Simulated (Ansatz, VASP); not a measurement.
## MnO: VASP beside Ansatz

INCAR

```
PREC = Accurate
ENCUT = 520
EDIFF = 1E-6
ISMEAR = 0
SIGMA = 0.15
LREAL = F
LASPH = T
NELM = 150
ALGO = Normal
ISIF = 2
LWAVE = F
LCHARG = T
ISPIN = 2
MAGMOM = 4.46 0.26
LORBIT = 11
LMAXMIX = 4
GGA = PE
LELF = T
LVHAR = T
NBANDS = 20
```

The input KPOINTS:

```
regular mesh
0
Gamma
  18 18 18
```

Contents of POSCAR:

```
MnO
1.0
    0.0000000000      1.9998000000      2.2220000000
    2.2220000000      0.0000000000      2.2220000000
    2.2220000000      1.9998000000      0.0000000000
Mn O
1 1
Direct
    0.0000000000      0.0000000000      0.0000000000
    0.5000000000      0.5000000000      0.5000000000
```

Input for Ansatz:

```yaml
crystal:
  lattice:
    - [0.0, 1.9998, 2.222]
    - [2.222, 0.0, 2.222]
    - [2.222, 1.9998, 0.0]
  atoms:
    - { symbol: Mn, position: [0.0, 0.0, 0.0], spin: 4.46 }
    - { symbol: O, position: [0.5, 0.5, 0.5], spin: 0.26 }
basis:
  ecutwfc: 420
kpoints:
  mp_grid: { grid: [18, 18, 18] }
hamiltonian:
  xc: pbe
scf:
  occupations: { method: gaussian, width: 0.15 }
output:
  forces: true
  stress: true
  eigenvalues: true
  populations: true
magnetization:
  spin_polarized: true
```

Change from the starting cell: strain -0.1000 x Voigt [0, 1, 0, 0, 0, 0], atoms carried along.

Alike in both runs: task single point; functional PBE; k mesh 18 × 18 × 18; occupations gaussian, width 0.15 eV; collinear spin.

```csv
,VASP,Ansatz
version,VASP 6.6.1,Ansatz 0.2.0
potentials or method,"VASP PAW PBE potentials, release 64 (Mn_pv, O)","scalar-relativistic, plane waves, PAW"
plane-wave cutoff (eV),520,420
valence electrons in the cell,19,21
```

|  | VASP | Ansatz | Ansatz less VASP |
| --- | --- | --- | --- |
| gap on the k mesh at the Fermi level (eV) | none | none | - |
| pressure (GPa) | 16.9 | 16.3 | -0.56 |
| largest component of the traceless stress (GPa) | 10.11 | 9.40 | -0.711 |
| net moment per atom (μB) | 2.21 | 2.21 | 0.000 |
| size of the moment on the site where the two differ most (μB) | 4.03 | 3.58 | -0.450 |

Site moments also hang on the region over which each program counts them. A gap of «none» marks a metal or a gap that the smearing closes. The two sets of potentials don't hold the same shells in valence.

Caveats: so large a pressure means that the cell lies far from this level's equilibrium, or that cutoff or potentials fall short (VASP); a cell with one magnetic atom can't hold antiferromagnetic order, which such compounds often take; semilocal functionals often make such compounds metallic where correlation or magnetic order opens a gap, which also shifts bond lengths.
